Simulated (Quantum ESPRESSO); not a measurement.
Runs of Quantum ESPRESSO 7.5 on PbS (Galena). The structure is cubic, space group Fm-3m (No. 225). The conventional cell has a = 5.931 Å, b = 5.931 Å, c = 5.931 Å, α = 90.00°, β = 90.00°, γ = 90.00°. Pb (site symmetry m-3m) has 6 S at 2.97 Å as nearest neighbours. Around S (site symmetry m-3m) lie 6 Pb at 2.97 Å. 

| task | level | potentials or basis | cell | k mesh | form of the LDA correlation | pressure (GPa) |
| --- | --- | --- | --- | --- | --- | --- |
| dielectric tensor | AM05 | PseudoDojo 0.4.1 SR PBE standard | as given | 8 × 8 × 8, shifted | - | -0.2 |
| phonons | PBE | PseudoDojo 0.4.1 SR PBE standard | relaxed to 10 GPa | 4 × 4 × 4, shifted | - | 10.0 |
| dielectric tensor | BLYP | PseudoDojo 0.4.1 SR PBE standard | as given | 8 × 8 × 8, shifted | - | 6.1 |
| phonons | RPBE | PseudoDojo 0.4.1 SR PBE standard | relaxed | 6 × 6 × 6, shifted | - | 0.0 |
| dielectric tensor | PBEsol | PseudoDojo 0.4.1 SR PBEsol standard | as given | 8 × 8 × 8, shifted | - | (a) |
| phonons | PBE | PseudoDojo 0.4.1 SR PBE standard | relaxed to 15 GPa | 4 × 4 × 4, shifted | - | 15.0 |
| phonons | LDA | PseudoDojo 0.4.1 SR LDA standard | relaxed | 6 × 6 × 6, shifted | PW92 | 0.0 |
| phonons | PBE | PseudoDojo 0.4.1 SR PBE standard | relaxed | 4 × 4 × 4, shifted | - | 0.0 |

Alike in all rows: no spin polarisation; cutoff (eV) 762; smearing fermi-dirac 0.05 eV.

Problem. Fill in the values left out.

Solution. (a) -0.8.

Caveats: the potentials were made for another functional, which shifts forces and pressure (some runs); the cell is more than 3 GPa from zero pressure, which shifts response properties (some runs).
